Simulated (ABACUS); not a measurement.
The system is Mg.

```xyz
1
Lattice="-1.7728 1.7728 1.7728 1.7728 -1.7728 1.7728 1.7728 1.7728 -1.7728" Properties=species:S:1:pos:R:3 pbc="T T T"
Mg    0.0000    0.0000    0.0000
```

This isn't the form of Mg at room conditions, which is hcp.

```yaml
Program: ABACUS 3.10.1
Task: single point
Functional: PBE
Potentials_or_basis: PseudoDojo NC SR 0.4.1 PBE standard
Cutoff: 1143 eV
Density_cutoff: 4572 eV
Basis: plane waves
k_mesh: 11 × 11 × 11
Occupations: fermi-dirac, width 0.05 eV
Spin: no spin polarisation
```

On this cell: pressure 1.0 GPa; band gap on the k mesh none (metal or under the smearing width).

The same run follows on a disturbed copy (cell strained at random at fixed volume):

```
Mg
1.0
    -1.76811    1.75773    1.74720
     1.76248   -1.78962    1.77345
     1.78739    1.80889   -1.77909
Mg
1
Direct
  0.98579 0.98928 0.97885
```

Question: What does the disturbed cell give?

Answer: The energy (extrapolated to zero smearing) moves by +1.3 meV/atom; pressure 1.0 GPa; band gap on the k mesh none (metal or under the smearing width).

Stress tensor (GPa, compression positive):
```
 0.98 -0.34  0.10
-0.34  0.93  0.60
 0.10  0.60  1.10
```
